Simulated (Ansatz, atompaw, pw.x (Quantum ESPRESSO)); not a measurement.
# lead (Pb): one change to the PAW (atompaw) potential, in the atom and in the sc crystal

lead, PAW, made with atompaw 4.2.0.5 (PBE, scalar-relativistic). Core [Xe] 4f14 5d10, reference 6s2 6p2. Waves: 6s (bound): rc 2.20 bohr; 6s channel at 3.75 Ry: rc 2.20 bohr; 6p (bound): rc 3.00 bohr; 6p channel at 4.9 Ry: rc 3.00 bohr; 6d channel at 0.2 Ry: rc 3.00 bohr. Local part: troulliermartins scheme with l = 3 at -0.5 Ry, radius 2.40 bohr. Core correction: smooth core density matched at 2.20 bohr. Augmentation charge: sinc compensation charge, radius 2.45 bohr; PAW radius 3.00 bohr; waves and projectors: custom rrkj vanderbiltortho.

Change: local potential bessel scheme, radius 2.40 bohr.

Cutoffs, loose and tight: the cutoffs (Ry, on a coarse ladder) from which the occupation-weighted sum of valence levels, in a spherical-Bessel basis at the reference potential, stays within 10 and 1 mRy of its value at 400 Ry. They see the waves and projectors alone, not the compensation charge or the core.

Crystal test: sc Pb in pw.x 7.5, no spin, 10³ k-points, Fermi–Dirac smearing 0.01 Ry, cutoffs set for each file from its atomic test. The reference is all-electron LAPW (Ansatz 0.2.0) with the same functional, mesh and smearing; V0 and B0 come from Birch–Murnaghan fits to the pressures at five volumes. Errors are pseudo minus all-electron; Δ is the rms difference of the E(V) curves that follow from these fits, minima aligned, over ±6 % about the mean V0. Mesh and smearing are coarse, so the numbers serve the comparison and aren't converged zero-temperature values; the lattice is a test structure that the element need not adopt.

All-electron: a0 = 3.254 Å (V0 = 34.44 Å³/atom), B0 = 34.9 GPa.

Task: Does the change bring the crystal closer to the all-electron result?

Result: The mean pressure error goes from -1.21 to -0.70 GPa, so the change moves the solid closer to the all-electron pressures.

```json
{"quantity": "outcome (atom)", "base": "generated", "changed": "generated"}
{"quantity": "cutoff, loose (atom)", "base": "6 Ry", "changed": "6 Ry"}
{"quantity": "cutoff, tight (atom)", "base": "8 Ry", "changed": "8 Ry"}
{"quantity": "bound ghosts (atom)", "base": "none", "changed": "none"}
{"quantity": "cutoffs in pw.x (Ry)", "base": "40/400", "changed": "40/400"}
{"quantity": "a0 (Å)", "base": "3.215", "changed": "3.232"}
{"quantity": "a0 error (%)", "base": "-1.20", "changed": "-0.67"}
{"quantity": "B0 error (%)", "base": "+4.8", "changed": "+4.0"}
{"quantity": "Δ (meV/atom)", "base": "9.6", "changed": "5.4"}
{"quantity": "mean pressure error (GPa)", "base": "-1.21", "changed": "-0.70"}
```

Base: This is a poor potential for the solid. The logarithmic derivative shows an extra or strongly shifted pseudo pole above the reference energy (d near 1.07 Ry). Changed file: This is a poor potential for the solid. The logarithmic derivative shows an extra or strongly shifted pseudo pole above the reference energy (d near 2.13 Ry). The atomic cutoffs weigh occupied waves only.
